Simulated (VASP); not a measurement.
# BN: convergence, self-consistent run

BN, P6_3/mmc (no. 194), 4 atoms in the cell. PBE; PAW potentials N, B (PBE set). VASP 6.6.1.

Wanted: energy within 0.2 meV/atom; levels at the zone centre within 0.003 eV.

What the run is for: comparing ways to start; Accuracy asked: tight.

Levels at the zone centre: counted from the valence top at that point.

POSCAR:
```
BN
1.0
    2.4982400000      0.0000000000      0.0000000000
   -1.2491200000      2.1635393048      0.0000000000
    0.0000000000      0.0000000000      6.6357000000
N B
2 2
Direct
    0.6666666667      0.3333333333      0.2500000000
    0.3333333333      0.6666666667      0.7500000000
    0.6666666667      0.3333333333      0.7500000000
    0.3333333333      0.6666666667      0.2500000000
```

## How the run starts (with a second run first, the time holds both)

| How the run starts (with a second run first, the time holds both) | Energy less reference (meV/atom) | Levels at the zone centre, largest deviation (eV) | Time (s) |
|---|---|---|---|
| from scratch: 13 SCF iterations | 0.00 | 0.0000 | 11 |
| density of a coarse mesh (ICHARG 1): 13 + 9 SCF iterations | 0.00 | 0.0002 | 12 |
| orbitals of a lower cutoff (ISTART 1): 13 + 6 SCF iterations | 0.00 | 0.0001 | 13 |
| orbitals of a loose run: 10 + 3 SCF iterations | 0.00 | 0.0004 | 10 |

Chosen: from scratch: 13 SCF iterations; no other choice that stays within half of the tolerance saves 30 % of the time.

The chosen settings are those of the reference run.

Values of the reference run: Levels at the zone centre: 0, 0, 6.551 eV from the valence top at Gamma.

## The input

INCAR:
```
ALGO     = Normal         # electronic algorithm
EDIFF    = 1E-6           # SCF threshold, eV
EFERMI   = MIDGAP       
ENCUT    = 520            # plane-wave cutoff, eV
GGA      = PE             # functional
GGA_COMPAT= False        
ISIF     = 2              # what is computed and relaxed
ISMEAR   = 0              # smearing method
LASPH    = True           # aspherical terms in the spheres
LCHARG   = False          # write CHGCAR
LREAL    = False          # projectors in reciprocal space
LWAVE    = False          # write WAVECAR
NELM     = 120            # most SCF steps
PREC     = Accurate       # precision mode
SIGMA    = 0.03           # smearing width, eV
```

KPOINTS:
```
k-points
0
Gamma
  11 11 4
```

Commands:
```
cat potpaw_PBE.64/N/POTCAR potpaw_PBE.64/B/POTCAR > POTCAR
mpirun -np 1 vasp_std > vasp.out
```

The chosen input took VASP 6.6.1 11 s on 1 core (Intel Xeon Platinum 8488C (Sapphire Rapids)), a shared host.

## An input that fails: restart asked without its files

VASP's message: ERROR: charge density could not be read from file CHGCAR for ICHARG>10.

Changes against the starting input:
```
- NELM = 120
+ NELM = 60
+ ICHARG = 11
```
